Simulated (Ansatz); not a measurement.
Runs of Ansatz 0.2.0 on Al2Cu. Symmetry: P4/mmm, No. 123, tetragonal system. The conventional cell has a = 4.105 Å, b = 4.105 Å, c = 2.891 Å, α = 90.00°, β = 90.00°, γ = 90.00°. Around Cu (site symmetry 4/mmm) lie 8 Al at 2.51 Å. Around Al (site symmetry mmm) lie 4 Cu at 2.51 Å. The cell comes from a database or a generator and needn't be the stable form of this composition.

| level | gap on the mesh (eV) | pressure (GPa) | relaxed volume (Å³/atom) |
| --- | --- | --- | --- |
| RPBE | none | 0.0 | 16.74 |
| LDA | none | 0.0 | (a) |
| revPBE | none | 0.0 | (b) |
| BLYP | none | 0.0 | 17.10 |
| PBEsol | none | 0.0 | 15.84 |

Alike in all rows: task relaxation of cell and atoms; potentials or basis Ansatz PAW; no spin polarisation; cell relaxed; k mesh 7 × 7 × 9; cutoff (eV) 420; smearing fermi-dirac 0.05 eV.

**Question.** Estimate the missing entries.

**Answer.** (a) 15.38; (b) 16.64.

Caveats: the plane-wave basis is chosen anew once the cell has moved, so the energies of steps on either side of that aren't comparable; the PAW data sets come from PBE, with cores solved anew for the run's functional, which leaves a small shift of forces and pressure.

A gap of «none» marks a metal or a gap under the smearing width.
